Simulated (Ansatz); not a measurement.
This geometry of a periodic cell of 65 atoms, Al (surface Al(100), adsorbate Al) is a first-order saddle point. Atoms 1 to 16 are held.

The calculation used DFT LDA, scalar-relativistic, plane waves, PAW (Ansatz 0.2.0). Settings: cutoff 420 eV, k mesh 3x3x1, gaussian smearing 0.1 eV, no spin polarisation.

```xyz
65
Lattice="11.2571 0.0000 0.0000 0.0000 11.2571 0.0000 0.0000 0.0000 17.9700" Properties=species:S:1:pos:R:3
Al 1.407 1.407 6.000
Al 4.221 1.407 6.000
Al 7.036 1.407 6.000
Al 9.850 1.407 6.000
Al 1.407 4.221 6.000
Al 4.221 4.221 6.000
Al 7.036 4.221 6.000
Al 9.850 4.221 6.000
Al 1.407 7.036 6.000
Al 4.221 7.036 6.000
Al 7.036 7.036 6.000
Al 9.850 7.036 6.000
Al 1.407 9.850 6.000
Al 4.221 9.850 6.000
Al 7.036 9.850 6.000
Al 9.850 9.850 6.000
Al 0.004 0.006 8.021
Al 2.814 -0.004 8.021
Al 5.624 0.006 8.021
Al 8.443 0.006 8.025
Al 0.004 2.808 8.021
Al 2.814 2.818 8.021
Al 5.624 2.808 8.021
Al 8.443 2.808 8.025
Al 0.002 5.630 8.011
Al 2.814 5.627 8.022
Al 5.626 5.630 8.011
Al 8.443 5.622 8.020
Al 0.002 8.442 8.011
Al 2.814 8.445 8.022
Al 5.626 8.442 8.011
Al 8.443 8.450 8.020
Al 1.410 1.407 10.028
Al 4.219 1.407 10.028
Al 7.023 1.407 10.040
Al 9.863 1.407 10.040
Al 1.400 4.216 10.020
Al 4.229 4.216 10.020
Al 7.032 4.213 10.024
Al 9.853 4.213 10.024
Al 1.399 7.036 10.012
Al 4.229 7.036 10.012
Al 7.037 7.036 10.008
Al 9.849 7.036 10.008
Al 1.400 9.855 10.020
Al 4.229 9.855 10.020
Al 7.032 9.859 10.024
Al 9.853 9.859 10.024
Al 0.033 0.016 12.076
Al 2.814 -0.072 11.997
Al 5.596 0.016 12.076
Al 8.443 0.001 12.042
Al 0.033 2.798 12.076
Al 2.814 2.886 11.997
Al 5.596 2.798 12.076
Al 8.443 2.813 12.042
Al -0.005 5.629 12.023
Al 2.814 5.662 12.027
Al 5.633 5.629 12.023
Al 8.443 5.626 12.029
Al -0.005 8.442 12.023
Al 2.814 8.409 12.027
Al 5.633 8.442 12.023
Al 8.443 8.445 12.029
Al 2.814 1.407 14.224
```

Question: Which two structures does it join? (They come from a converged band through this point; their orientation in space is the band's.)

Answer: Contacts lost: Al49–Al65, Al53–Al65. Contacts made: Al51–Al65, Al55–Al65. The atom that moves furthest is Al65, by 2.81 Å.

Image 0:

```xyz
65
Lattice="11.2571 0.0000 0.0000 0.0000 11.2571 0.0000 0.0000 0.0000 17.9700" Properties=species:S:1:pos:R:3
Al 1.407 1.407 6.000
Al 4.221 1.407 6.000
Al 7.036 1.407 6.000
Al 9.850 1.407 6.000
Al 1.407 4.221 6.000
Al 4.221 4.221 6.000
Al 7.036 4.221 6.000
Al 9.850 4.221 6.000
Al 1.407 7.036 6.000
Al 4.221 7.036 6.000
Al 7.036 7.036 6.000
Al 9.850 7.036 6.000
Al 1.407 9.850 6.000
Al 4.221 9.850 6.000
Al 7.036 9.850 6.000
Al 9.850 9.850 6.000
Al 0.009 0.009 8.047
Al 2.805 0.009 8.047
Al 5.621 0.007 8.011
Al 8.451 0.007 8.011
Al 0.009 2.805 8.047
Al 2.805 2.805 8.047
Al 5.621 2.807 8.011
Al 8.451 2.807 8.011
Al 0.007 5.621 8.011
Al 2.807 5.621 8.011
Al 5.625 5.625 7.997
Al 8.446 5.625 7.997
Al 0.007 8.451 8.011
Al 2.807 8.451 8.011
Al 5.625 8.446 7.997
Al 8.446 8.446 7.997
Al 1.407 1.407 10.173
Al 4.220 1.407 10.027
Al 7.036 1.407 9.988
Al 9.852 1.407 10.027
Al 1.407 4.220 10.027
Al 4.235 4.235 9.976
Al 7.036 4.223 9.977
Al 9.836 4.235 9.975
Al 1.407 7.036 9.988
Al 4.223 7.036 9.977
Al 7.036 7.036 9.968
Al 9.849 7.036 9.977
Al 1.407 9.852 10.027
Al 4.235 9.836 9.976
Al 7.036 9.849 9.977
Al 9.836 9.836 9.975
Al -0.120 -0.120 12.043
Al 2.935 -0.121 12.043
Al 5.665 0.000 12.008
Al 8.407 0.000 12.008
Al -0.120 2.935 12.043
Al 2.935 2.935 12.043
Al 5.665 2.815 12.008
Al 8.407 2.815 12.008
Al 0.000 5.665 12.008
Al 2.815 5.665 12.008
Al 5.629 5.629 11.977
Al 8.442 5.630 11.977
Al 0.000 8.407 12.008
Al 2.815 8.407 12.008
Al 5.629 8.442 11.977
Al 8.442 8.442 11.977
Al 1.407 1.407 13.519
```

Image 4:

Only the atoms that move by more than 0.05 Å are listed.
```
Al33 1.409 1.407 10.027
Al34 4.221 1.407 10.173
Al37 1.393 4.235 9.975
Al38 4.221 4.220 10.027
Al45 1.393 9.836 9.975
Al46 4.221 9.852 10.027
Al49 -0.036 0.000 12.008
Al50 2.694 -0.120 12.043
Al51 5.749 -0.121 12.043
Al52 8.479 0.000 12.008
Al53 -0.036 2.815 12.008
Al54 2.694 2.935 12.043
Al55 5.749 2.935 12.043
Al56 8.479 2.815 12.008
Al65 4.222 1.407 13.519
```

Question: How far does it lie above each of them?

Answer: 0.57 eV above the first and 0.57 eV above the second. This is the barrier of this one path; another mechanism may lie lower. Limits of this set-up: thin slab, slab without dipole correction.

Run time: 11 min on 8 CPU threads of a shared host.
